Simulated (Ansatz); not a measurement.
The system is Cu.

```
Cu
1.0
     2.53410    0.00000    0.00000
    -1.26705    2.19459    0.00000
     0.00000    0.00000    4.11257
Cu
2
Direct
  0.66667 0.33333 0.75000
  0.33333 0.66667 0.25000
```

This isn't the form of Cu at room conditions, which is fcc.

| Quantity | Value |
| --- | --- |
| Program | Ansatz 0.2.0 |
| Task | relaxation of cell and atoms |
| Functional | PBE |
| Potentials or basis | Ansatz PAW |
| Cutoff | 420 eV (not typed: the program's choice for these potentials) |
| k mesh | 12 × 12 × 7 |
| Occupations | fermi-dirac, width 0.05 eV |
| Spin | no spin polarisation |

At the start: volume 11.44 Å³/atom.

Task: Where does the relaxation end?

Result: It ends after 5 steps and the volume is 11.99 Å³/atom (+4.8 %); space group P6_3/mmc (No. 194, to 0.05 Å).

The path:
```
step  energy change (eV)  largest force (eV/Å)  volume (Å³)
   1              0.0000                0.0000        22.87
   2             -0.0172                0.0000        23.39
   3             -0.0232                0.0000        23.92
   4             -0.0232                0.0000        23.97
   5             -0.0240                0.0000        23.97
```

Final structure:
```xyz
2
Lattice="2.5734 0.0000 0.0000 -1.2867 2.2286 0.0000 0.0000 0.0000 4.1804" Properties=species:S:1:pos:R:3 pbc="T T T"
Cu    1.2867    0.7429    3.1353
Cu    0.0000    1.4857    1.0451
```

Caveat: the plane-wave basis is chosen anew once the cell has moved, so the energies of steps on either side of that aren't comparable.
